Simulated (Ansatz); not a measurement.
# CdF2 in Ansatz: the effect of functional

CdF2:

```
CELL_PARAMETERS angstrom
0.00000 2.67592 2.67592
2.67592 0.00000 2.67592
2.67592 2.67592 0.00000
ATOMIC_POSITIONS crystal
Cd 0.00000 0.00000 0.00000
F 0.75000 0.75000 0.75000
F 0.25000 0.25000 0.25000
```

The cell isn't the ideal one: volume scaled by 0.98.

Alike in all runs:

```yaml
Program: Ansatz 0.2.0
Task: single point
Potentials_or_basis: Ansatz PAW
k_mesh: 9 × 9 × 9
Occupations: fermi-dirac, width 0.05 eV
Spin: no spin polarisation
```

```csv
functional,cutoff,gap on the mesh (eV),pressure (GPa)
LDA,420 eV (not typed: the program's choice for these potentials),2.91,-3.6
r2SCAN,500 eV (not typed: the program's choice for these potentials),?,?
PBE,420 eV (not typed: the program's choice for these potentials),3.20,8.0
```

Question: What does the run with functional r2SCAN give?

Answer: gap on the mesh 3.90 eV; pressure 2.4 GPa.

Caveats: odd divisions of the mesh miss points on the zone boundary, where band edges often lie, so the gap on the mesh can be too wide; the PAW data sets come from PBE, with cores solved anew for the run's functional, which leaves a small shift of forces and pressure (some runs).

A k mesh can miss the band edges.
